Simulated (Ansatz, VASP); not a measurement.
# BP: VASP beside Ansatz

One calculation is typed for both programs; each brings its own data sets. How far apart do they land? The cell is taken from a series of runs on this material, whose earlier steps may have relaxed, scaled, displaced or heated it; both programs get it as it stands.

Method: plane waves, with VASP 6.6.1 beside it; single point at PBEsol, in Ansatz 0.2.0.

**1. The structure**

The cell holds 4 atoms: 2 B and 2 P. Its edges and angles: a = 3.192 Å, b = 3.192 Å, c = 30.200 Å, α = 90.0°, β = 90.0°, γ = 120.0°. Vacuum lies along c.

As a file:

```xyz
4
Lattice="3.1918 0.0000 0.0000 -1.5959 2.7641 0.0000 0.0000 0.0000 30.2000" Properties=species:S:1:pos:R:3
B     0.0000    1.8428   13.3623
B     1.5959    0.9214   16.8156
P     1.5959    0.9214   13.3922
P     3.1918    0.0000   16.8377
```

**2. VASP: single point, PBEsol, pair 1**

With cell and atoms fixed, the geometry can't cause a difference; cores, projectors, grids and the points listed under the comparison can.

Lines of VASP's logs that name or quote its potential files are left out, and so is its time.

Input file INCAR:

```
SYSTEM = BP
PREC = Accurate
ENCUT = 420
EDIFF = 1E-06
NELM = 120
ISMEAR = 0
SIGMA = 0.01
LREAL = .FALSE.
ALGO = Normal
GGA = PS
NBANDS = 14
LORBIT = 11
LWAVE = .FALSE.
LCHARG = .FALSE.
ISIF = 2
LDIPOL = .TRUE.
IDIPOL = 3
DIPOL = 0.5 0.5 0.5
LVHAR = .TRUE.
LASPH = .TRUE.
GGA_COMPAT = .FALSE.
EFERMI = MIDGAP
NELMDL = -8
```

Input file POSCAR:

```
BP
1.0
    3.1917572081      0.0000000000      0.0000000000
   -1.5958786040      2.7641428249      0.0000000000
    0.0000000000      0.0000000000     30.2000000000
B P
2 2
Direct
    0.3333333333      0.6666666667      0.4424604449
    0.6666666666      0.3333333334      0.5568070282
    0.6666666666      0.3333333334      0.4434499616
    1.0000000000      0.0000000000      0.5575395551
```

Input file KPOINTS:

```
Automatic mesh
0
Gamma
12 12 1
0 0 0
```

Potentials, in the order of the species: B and P (PBE family, release 64).

Started as:

```
$ mpirun -np 1 vasp_std
```

Numbers of over 12 decimals in the logs are rounded to 6 here.

What it wrote:

```text
[banner, memory and clock lines left out]
running    1 mpi-ranks, on    1 nodes
 distrk:  each k-point on    1 cores,    1 groups
 distr:  one band on    1 cores,    1 groups

 POSCAR found type information on POSCAR B P
 POSCAR found :  2 types and       4 ions
|                                                                             |
|               ----> ADVICE to this user running VASP <----                  |
|                                                                             |
|     You enforced a specific xc type in the INCAR file but a different       |
|     [... a line on the potential file left out ...]
|     I HOPE YOU KNOW WHAT YOU ARE DOING!                                     |
|                                                                             |

 LDA part: xc-table for (Slater+PW92), standard interpolation
 POSCAR, INCAR and KPOINTS ok, starting setup
 FFT: planning ... GRIDC
 FFT: planning ... GRID_SOFT
 FFT: planning ... GRID
 WAVECAR not read
 entering main loop
       N       E                     dE             d eps       ncg     rms          rms(c)
DAV:   1     0.100313589330E+03    0.10031E+03   -0.45112E+03   532   0.671E+02
DAV:   2    -0.153221005352E+02   -0.11564E+03   -0.10680E+03   906   0.144E+02
DAV:   3    -0.268925396350E+02   -0.11570E+02   -0.11440E+02   712   0.562E+01
DAV:   4    -0.271558515790E+02   -0.26331E+00   -0.26234E+00   744   0.102E+01
DAV:   5    -0.271647269145E+02   -0.88753E-02   -0.88702E-02   706   0.189E+00
DAV:   6    -0.271651811958E+02   -0.45428E-03   -0.45424E-03   836   0.410E-01
DAV:   7    -0.271651895185E+02   -0.83227E-05   -0.83226E-05   736   0.496E-02
DAV:   8    -0.271651897983E+02   -0.27985E-06   -0.27986E-06   706   0.826E-03    0.101E+01
DAV:   9    -0.257471140295E+02    0.14181E+01   -0.18942E+00   694   0.821E+00    0.561E+00
DAV:  10    -0.254670172585E+02    0.28010E+00   -0.70338E-01   724   0.472E+00    0.134E+00
DAV:  11    -0.254499867714E+02    0.17030E-01   -0.71263E-02   802   0.158E+00    0.408E-01
DAV:  12    -0.254491900176E+02    0.79675E-03   -0.26149E-03   778   0.322E-01    0.279E-01
DAV:  13    -0.254480708410E+02    0.11192E-02   -0.10103E-03   706   0.180E-01    0.964E-02
DAV:  14    -0.254478818815E+02    0.18896E-03   -0.29977E-04   718   0.965E-02    0.600E-02
[...]
DAV:  20    -0.254492446296E+02   -0.82005E-04   -0.42365E-06   652   0.860E-03    0.361E-03
DAV:  21    -0.254492724930E+02   -0.27863E-04   -0.58797E-07   628   0.298E-03    0.238E-03
DAV:  22    -0.254492997734E+02   -0.27280E-04   -0.19183E-06   602   0.522E-03    0.244E-03
DAV:  23    -0.254493096742E+02   -0.99008E-05   -0.34851E-07   542   0.281E-03    0.345E-04
DAV:  24    -0.254493166207E+02   -0.69465E-05   -0.21407E-07   470   0.184E-03    0.998E-04
DAV:  25    -0.254493186801E+02   -0.20595E-05   -0.45856E-08   512   0.883E-04    0.244E-04
DAV:  26    -0.254493200084E+02   -0.13283E-05   -0.15268E-08   476   0.617E-04    0.140E-04
DAV:  27    -0.254493204601E+02   -0.45172E-06   -0.34338E-09   488   0.272E-04
   1 F= -.25449320E+02 E0= -.25449320E+02  d E =0.000000E+00
```

Parts of OUTCAR (step 2):

```text
ion  position               nearest neighbor table
   1  0.333  0.667  0.442-   3 1.84   3 1.84   3 1.84
   2  0.667  0.333  0.557-   4 1.84   4 1.84   4 1.84
   3  0.667  0.333  0.443-   1 1.84   1 1.84   1 1.84
   4  0.000  0.000  0.558-   2 1.84   2 1.84   2 1.84

  LATTYP: Found a hexagonal cell.
 ALAT       =     3.1917572081
 C/A-ratio  =     9.4618725771

 Subroutine GETGRP returns: Found  6 space group operations
 (whereof  6 operations were pure point group operations)

The static configuration has the point symmetry C_3v.

 Found     19 irreducible k-points:

   k-points           NKPTS =     19   k-points in BZ     NKDIM =     19   number of bands    NBANDS=     14

   dimension x,y,z NGX =    24 NGY =   24 NGZ =  210
   dimension x,y,z NGXF=    48 NGYF=   48 NGZF=  420

   ENCUT  =  420.0 eV  30.87 Ry    5.56 a.u.   5.33  5.33 50.46*2*pi/ulx,y,z

   NELECT =      16.0000    total number of electrons

 k-points in reciprocal lattice and weights: Automatic mesh
   0.00000000  0.00000000  0.00000000       0.007
   0.08333333  0.00000000  0.00000000       0.042
   0.16666667  0.00000000  0.00000000       0.042
   0.25000000 -0.00000000  0.00000000       0.042
   0.33333333  0.00000000  0.00000000       0.042
   0.41666667 -0.00000000  0.00000000       0.042
   0.50000000 -0.00000000  0.00000000       0.021
   0.08333333  0.08333333  0.00000000       0.042
   0.16666667  0.08333333  0.00000000       0.083
[...]
0.33333333  0.25000000  0.00000000       0.083
   0.33333333  0.33333333  0.00000000       0.014

 dipolmoment           0.000000      0.000000      0.008173 electrons x Angstroem

 average (electrostatic) potential at core
       1 -35.5120       2 -35.4052       3 -91.3834       4 -91.1401

 E-fermi :  -2.6852

 k-point     1 :       0.0000    0.0000    0.0000
  band No.  band energies     occupation
    ...
      4      -6.4643      2.00000
      5      -4.7347      2.00000
      6      -4.7347      2.00000
      7      -4.5638      2.00000
      8      -4.5638      2.00000
      9       0.8368      0.00000
     10       1.5471      0.00000
     11       1.5471      0.00000
     12       1.6225      0.00000
     13       1.7437      0.00000
    ...

 k-point     2 :       0.0833    0.0000    0.0000
  band No.  band energies     occupation
    ...
      4      -6.3520      2.00000
      5      -5.2819      2.00000
      6      -5.0982      2.00000
      7      -4.9500      2.00000
      8      -4.7711      2.00000
      9       0.9445      0.00000
     10       1.3210      0.00000
     11       1.5584      0.00000
     12       1.7821      0.00000
     13       1.9869      0.00000
    ...

 k-point     3 :       0.1667    0.0000    0.0000
  band No.  band energies     occupation
    ...
      4      -6.5744      2.00000
      5      -6.3644      2.00000
      6      -6.0127      2.00000
      7      -5.4425      2.00000
      8      -5.2507      2.00000
      9       0.8192      0.00000
     10       1.0726      0.00000
     11       1.4491      0.00000
     12       2.1672      0.00000
     13       2.7022      0.00000
    ...

  Total        0.6139745      0.6139745      0.2494514      0.0000000     -0.0000000     -0.0000000
  in kB        3.6920166      3.6920166      1.5000276      0.0000000     -0.0000000     -0.0000000
  external PRESSURE =       2.9613536 kB  Pullay stress =       0.0000000 kB

  energy-cutoff  :      420.00
  volume of cell :      266.44
      direct lattice vectors                 reciprocal lattice vectors
     3.191757208  0.000000000  0.000000000     0.313307039  0.180887903  0.000000000
    -1.595878604  2.764142825  0.000000000     0.000000000  0.361775807  0.000000000
     0.000000000  0.000000000 30.200000000     0.000000000  0.000000000  0.033112583

 POSITION                                       TOTAL-FORCE (eV/Angst)
 -----------------------------------------------------------------------------------
     -0.00000      1.84276     13.36231         0.000000     -0.000000     -0.018478
      1.59588      0.92138     16.81557        -0.000000      0.000000      0.027514
      1.59588      0.92138     13.39219        -0.000000      0.000000     -0.056083
      0.00000      0.00000     16.83769        -0.000000      0.000000      0.047047
 -----------------------------------------------------------------------------------
    total drift:                               -0.000000      0.000000      0.000455

  FREE ENERGIE OF THE ION-ELECTRON SYSTEM (eV)
  ---------------------------------------------------
  free  energy   TOTEN  =       -25.4493204601 eV

  energy  without entropy=      -25.4493204601  energy(sigma->0) =      -25.44932046

 vacuum level on the upper side and lower side of the slab         2.239         2.071

 total charge
# of ion       s       p       d       tot
------------------------------------------
    1        0.699   1.267   0.000   1.966
    2        0.701   1.260   0.000   1.961
    3        0.992   1.617   0.000   2.610
    4        0.989   1.630   0.000   2.620
--------------------------------------------------
tot          3.382   5.775   0.000   9.157

[... 3 further parts left out ...]
```

**3. Ansatz: single point, PBEsol, pair 1**

Ansatz runs on its PAW soft_1 files.

The same cell, functional and mesh now go to Ansatz, which takes its cutoff from its data sets.

Input file input.yaml:

```yaml
crystal:
  lattice:
    - [3.1917572081, 0.0, 0.0]
    - [-1.595878604, 2.7641428249, 0.0]
    - [0.0, 0.0, 30.2]
  atoms:
    - { symbol: B, position: [0.3333333333, 0.6666666667, 0.4424604449] }
    - { symbol: P, position: [0.6666666667, 0.3333333333, 0.4434499616] }
    - { symbol: B, position: [0.6666666667, 0.3333333333, 0.5568070282] }
    - { symbol: P, position: [0.0, 0.0, 0.5575395551] }
  periodic: [true, true, false]
kpoints:
  mp_grid: { grid: [12, 12, 1] }
hamiltonian:
  xc: pbesol
  pseudopotentials: { kind: paw, azcp: { folder: soft_1 }, xc_functional: pbe }
scf:
  occupations: { method: fixed }
  n_extra_bands: 5
output:
  eigenvalues: true
  band_densities: [{ e_range: [-0.08, 0] }, { e_range: [0.63, 0.76] }]
  volumetric_format: npy
```

Started as:

```
$ ansatz run input.yaml --threads 4 --pin off --max-ram 17510MiB --backend cpu --events-out ev --progress --plain --runs-dir out
```

What it wrote:

```text
scf.n_extra_bands = 5 over 8 filled bands (N_el = 16.0): the run solves 13 bands
Engine: ansatz 0.2.0, x86_64-unknown-linux-gnu
Pseudopotentials: kind: paw
Pseudopotential: B, paw, valence charge 3, recommended cutoff 420 eV (normal), soft_1/B.paw.azcp
Pseudopotential: P, paw, valence charge 5, recommended cutoff 420 eV (normal), soft_1/P.paw.azcp
Functional definition: PBEsol
  exchange = pbesol_x
  correlation = pbesol_c
Crystal: 4 atoms, lattice volume = 266.439 Å³
Basis set: ecut = 420 eV, 5273 PW (Γ)
Bands: 13, of which v1, the nominal top of the filled ones, is band 8 counted from 1 (7 counted from 0)
Symmetry: 6 space group operations
Space group: P3m1 (ITA 156), of the structure as read, at distance tolerance 6.4e-5 Å
k-points: 19 of 144 (time reversal used)
Non-local potential: B, projectors of the file, l = 0: 2, l = 1: 2, l = 2: 1
Non-local potential: P, projectors of the file, l = 0: 2, l = 1: 2, l = 2: 1
PAW form: soft (Blöchl's): semilocal exchange-correlation on the pseudo side does not see the compensation charge
PAW frozen core: B, regenerated for the run's functional, and the local potential with it (the file was generated under x = pbe(κ = 0.804, μ = 0.219515), c = pbe(β = 0.066725))
PAW frozen core: P, regenerated for the run's functional, and the local potential with it (the file was generated under x = pbe(κ = 0.804, μ = 0.219515), c = pbe(β = 0.066725))
PAW one-centre angular grid: B, 110 points (default); XC on 64 Gauss nodes
PAW one-centre angular grid: P, 110 points (default); XC on 64 Gauss nodes
Initial density: superposition of atomic densities (neutral atoms: chi_scale 0, normalization atom)
Initial wavefunctions: pseudopotential atomic-orbital guess
Functional: x = pbesol(κ = 0.804, μ = 0.123457), c = pbesol(β = 0.046)
SCF iter   1: F=—  HF=-1786.895018 eV  |F-HF|=—  |Δ(HF+E_count)|=         —  Δρ=3.90e-2  dr2=4.74e0  ethr=3.10e-3  ⟨swp⟩=7.7  Hψ=1925  notcnv=0  defer=55
preconditioner: auto → none  [insulator: Δε(μ)=0.041 eV  Ē_g=10.853 eV  n_scr=16 (ndim 8)  ℏωp=9.1 eV  f_vac=0.717  ε∞_Penn≈1.7]
SCF iter   2: F=—  HF=-1785.435926 eV  |F-HF|=—  |Δ(HF+E_count)|=    1.46e0  Δρ=1.52e-2  dr2=5.60e-1  ethr=3.10e-3  ⟨swp⟩=4.8  Hψ=855  notcnv=0  defer=52
SCF iter   3: F=—  HF=-1785.301439 eV  |F-HF|=—  |Δ(HF+E_count)|=   1.34e-1  Δρ=6.09e-3  dr2=1.28e-1  ethr=3.10e-3  ⟨swp⟩=3.2  Hψ=582  notcnv=0  defer=55
SCF iter   4: F=—  HF=-1785.323332 eV  |F-HF|=—  |Δ(HF+E_count)|=   2.19e-2  Δρ=3.18e-3  dr2=3.22e-1  ethr=8.01e-4  ⟨swp⟩=4.5  Hψ=716  notcnv=0  defer=57  recentre
SCF iter   5: F=—  HF=-1785.275116 eV  |F-HF|=—  |Δ(HF+E_count)|=   4.82e-2  Δρ=1.59e-3  dr2=6.54e-3  ethr=8.01e-4  ⟨swp⟩=3.7  Hψ=490  notcnv=0  defer=55
SCF iter   6: F=—  HF=-1785.275073 eV  |F-HF|=—  |Δ(HF+E_count)|=   4.33e-5  Δρ=3.87e-4  dr2=7.99e-4  ethr=4.09e-5  ⟨swp⟩=3.9  Hψ=642  notcnv=0  defer=56
SCF iter   7: F=—  HF=-1785.274921 eV  |F-HF|=—  |Δ(HF+E_count)|=   1.52e-4  Δρ=1.21e-4  dr2=5.16e-5  ethr=4.99e-6  ⟨swp⟩=2.9  Hψ=448  notcnv=0  defer=56
SCF iter   8: F=—  HF=-1785.274932 eV  |F-HF|=—  |Δ(HF+E_count)|=   1.12e-5  Δρ=7.55e-5  dr2=5.44e-5  ethr=3.23e-7  ⟨swp⟩=3.5  Hψ=541  notcnv=0  defer=57
SCF iter   9: F=—  HF=-1785.274918 eV  |F-HF|=—  |Δ(HF+E_count)|=   1.42e-5  Δρ=1.09e-5  dr2=7.52e-7  ethr=3.23e-7  ⟨swp⟩=2.4  Hψ=356  notcnv=0  defer=56
SCF iter  10: F=-1785.274918 eV  HF=-1785.274918 eV  |F-HF|=6.19e-9  |Δ(HF+E_count)|=   1.32e-7  Δρ=2.85e-6  dr2=2.91e-8  ethr=6.25e-10  ⟨swp⟩=17.7  Hψ=2515  notcnv=0
SCF 1 converged in 10 iterations: F = -1785.274918 eV  dr2 = 2.91e-8
  greatest PAW one-centre occupation: 0.767 electrons in one spin orbital (limit 2), on the P atom at site 1 (counted from 0), in its partial waves of l = 0
SCF converged after 10 iterations
Free energy (F): -1785.274918 eV
Harris-Foulkes:  -1785.274918 eV  (|F-HF|=6.19e-9)
Internal energy: -1785.274918 eV  (E = F + TS)
E sigma→0 (E₀):  -1785.274918 eV
Fermi energy:    -5.187244 eV
--- Per-component energies (eV) ---
  E_band       = -180.235663
  E_kinetic    = 236.237722
  E_local      = -14620.568454  (includes V_loc(G=0)·N_el)
  E_nonlocal   = 81.905121
  E_hartree    = 7170.291312
  E_xc         = -208.587143
  E_vxc        = -197.685884  (∫ρ·V_xc dr)
  E_paw        = -1236.715154  (= ΣΔE_a)
  E_vpaw       = -20.698138  (= ΣTr[D̂ρ^β])
  E_aug_tail   = 0.000012  (compensation charges beyond the density's cutoff)
  E_ewald      = 6792.040052
  E_core_change = 0.121614  (= ΣΔE_core)
  E_smearing   = -0.000000  (= −TS)
  E_closure    = -0.000000  (closes the sum)
  Σ components = -1785.274918   (vs F -1785.274918, Δ=0.00e0)
--- Band table (eV; the first three rows and the last of 19) ---
  k-point 0: bands = [... 4 lower, -6.9054, -6.9054, -6.7365, -6.7365, -1.3256 (-1.3257°), -0.6281, -0.6281, -0.5373, ... 1 higher]
  k-point 1: bands = [... 4 lower, -7.4511, -7.2694, -7.1199, -6.9430, -1.2189 (-1.2190°), -0.8539 (-0.8539°), -0.6173 (-0.6175°), -0.3782, ... 1 higher]
  k-point 2: bands = [... 4 lower, -8.5330, -8.1636, -7.6110, -7.4212, -1.3547 (-1.3547°), -1.1026 (-1.1026°), -0.7153 (-0.7155°), 0.0079, ... 1 higher]
  k-point 18: bands = [... 4 lower, -11.6742, -11.5028, -5.6595, -5.1872, -4.4898, -3.9050, 0.8560, 1.2267, ... 1 higher]
  ° read free of the cell's end (the report's vacuum.weakly_bound_levels)
--- Band densities, each state counted as filled ---
  window                                       electrons  max residual (eV)  cut levels
  e_range: [-0.08, 0]                           0.027778             8.0e-5           0
  e_range: [0.63, 0.76]                         0.027778             3.2e-4           0
```

**4. Comparison**

Known differences besides the potentials themselves: fixed occupations in Ansatz, narrow Gaussian smearing in VASP; Ansatz cuts the interaction across the vacuum, VASP repeats the sheet with a dipole correction; Ansatz makes its cores anew for this functional, VASP keeps those of its PBE data sets. Total energies have different zeros and are not compared.

Both answers:

```
              quantity  Ansatz   VASP  difference
gap on the k mesh (eV)   0.697  0.709      -0.012
```

A gap on the mesh is an upper bound, since the band edges may lie between its points. With vacuum in the cell, a pressure given here is an average over mostly empty space and none of the material.

**5. VASP: single point, PBEsol, pair 2**

With cell and atoms fixed, the geometry can't cause a difference; cores, projectors, grids and the points listed under the comparison can.

INCAR is that of step 2.

Input file POSCAR:

```
BP
1.0
    3.1917572762      0.0000000000      0.0000000000
   -1.5958786381      2.7641428839      0.0000000000
    0.0000000000      0.0000000000     30.2000000000
B P
2 2
Direct
    0.3333333333      0.6666666667      0.4431928281
    1.0000000000      0.0000000000      0.5575397125
    0.6666666666      0.3333333334      0.4424602875
    0.3333333333      0.6666666667      0.5565501391
```

KPOINTS is that of step 2.

Started as:

```
$ mpirun -np 1 vasp_std
```

What it wrote:

```text
[banner, memory and clock lines left out]
running    1 mpi-ranks, on    1 nodes
[...]
[... a notice as in an earlier step ...]

 LDA part: xc-table for (Slater+PW92), standard interpolation
 POSCAR, INCAR and KPOINTS ok, starting setup
[...]
entering main loop
       N       E                     dE             d eps       ncg     rms          rms(c)
DAV:   1     0.100727985062E+03    0.10073E+03   -0.45067E+03   532   0.671E+02
DAV:   2    -0.150861589712E+02   -0.11581E+03   -0.10680E+03   876   0.144E+02
DAV:   3    -0.268859455371E+02   -0.11800E+02   -0.11667E+02   678   0.570E+01
DAV:   4    -0.271561666817E+02   -0.27022E+00   -0.26874E+00   750   0.104E+01
[...]
DAV:  25    -0.254493193808E+02   -0.19205E-05   -0.41871E-08   512   0.854E-04    0.226E-04
DAV:  26    -0.254493206779E+02   -0.12971E-05   -0.15045E-08   458   0.607E-04    0.149E-04
DAV:  27    -0.254493211032E+02   -0.42524E-06   -0.32410E-09   482   0.270E-04
   1 F= -.25449321E+02 E0= -.25449321E+02  d E =0.000000E+00
```

Parts of OUTCAR (step 5):

```text
  Total        0.6139697      0.6139697      0.2494441     -0.0000000     -0.0000000      0.0000000
  in kB        3.6919875      3.6919875      1.4999836     -0.0000000     -0.0000000      0.0000000
  external PRESSURE =       2.9613195 kB  Pullay stress =       0.0000000 kB

 POSITION                                       TOTAL-FORCE (eV/Angst)
 -----------------------------------------------------------------------------------
     -0.00000      1.84276     13.38442        -0.000000      0.000000     -0.027514
      0.00000      0.00000     16.83770        -0.000000      0.000000      0.018471
      1.59588      0.92138     13.36230         0.000000      0.000000     -0.047043
     -0.00000      1.84276     16.80781        -0.000000     -0.000000      0.056086
 -----------------------------------------------------------------------------------
    total drift:                               -0.000000      0.000000     -0.000456

  FREE ENERGIE OF THE ION-ELECTRON SYSTEM (eV)
  ---------------------------------------------------
  free  energy   TOTEN  =       -25.4493211032 eV

  energy  without entropy=      -25.4493211032  energy(sigma->0) =      -25.44932110

[... 1 part as in an earlier step ...]

[... 2 further parts left out ...]
[key lines of the parts left out:]
E-fermi :  -2.6852
```

(Continued in part 2 of 2.)

[Lines on the potential files, build, host, timing and source positions are cut from VASP's logs without a mark.]

[Logs are printed without paths, hosts, clocks, repeated set-up lines and the standing remarks that a program may print on its own settings, such as how far it seeks lower states.]

[Hosts, paths, dates, database ids (printed as entryN), source tags and the programs' standing remarks are cut or masked in the printed files.]
